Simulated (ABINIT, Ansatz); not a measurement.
This is a calculation of Ni for ABINIT 10.8.3 (patched build). 

Contents of run.abi:

```
pp_dirpath "./"
pseudos "Ni.upf"

acell 3*1.0 Angstrom
rprim
     0.0000000000     1.7375729330     1.7375729330
     1.7375729330     0.0000000000     1.7375729330
     1.7375729330     1.7375729330     0.0000000000
ntypat 1
znucl 28
natom 1
typat 1
xred
     0.0000000000     0.0000000000     0.0000000000

ecut 49.0

kptopt 1
ngkpt 13 13 13
nshiftk 1
shiftk 0.0 0.0 0.0

ixc -116133

nband 14
occopt 3
tsmear 0.00183747

nsppol 2
spinat
     0.0000000000     0.0000000000     1.0000000000

nstep 100
tolvrs 1.0e-10

iomode 3
prtwf 0
prtden 0
prteig 0
prtebands 0
enunit 2
```

Potentials or basis: PseudoDojo NC SR PBEsol v0.4.1 standard.

Launch:

```bash
$ abinit run.abi > log 2>&1
```

Q: Translate it to Ansatz 0.2.0. Potentials or basis there: all-electron LAPW, scalar-relativistic.

A: As run (cutoffs and basis follow the program's own potentials, and thresholds, step limits or extra output files can differ):

File input.yaml:

```yaml
crystal:
  lattice:
    - [0.0, 1.737572933, 1.737572933]
    - [1.737572933, 0.0, 1.737572933]
    - [1.737572933, 1.737572933, 0.0]
  atoms:
    - { symbol: Ni, position: [0.0, 0.0, 0.0], spin: 1.0 }
kpoints:
  mp_grid: { grid: [13, 13, 13] }
scf:
  occupations: { method: fermi_dirac, width: 0.05 }
hamiltonian:
  xc: pbesol
  pseudopotentials: { kind: all_electron, lapw: { basis_error: 0.001 } }
magnetization:
  spin_polarized: true
output:
  forces: true
  stress: true
  eigenvalues: true
  populations: true
```

Potentials or basis: all-electron LAPW, scalar-relativistic.

The run is started by

```bash
$ ansatz run input.yaml --threads 2 --pin off --max-ram 6144MiB --backend cpu --events-out ev --progress --plain --runs-dir out
```

Both were run:

|  | ABINIT | Ansatz |
| --- | --- | --- |
| Pressure | -2.4 GPa | -2.4 GPa |
| Net moment | 0.63 μB per cell | 0.63 μB per cell |

Where Ansatz's input types no cutoff or centring, it takes its own default and a Γ-centred mesh.

The magnetic state is the one that the start led to; the real crystal's order can differ.

Pressure is positive in compression.
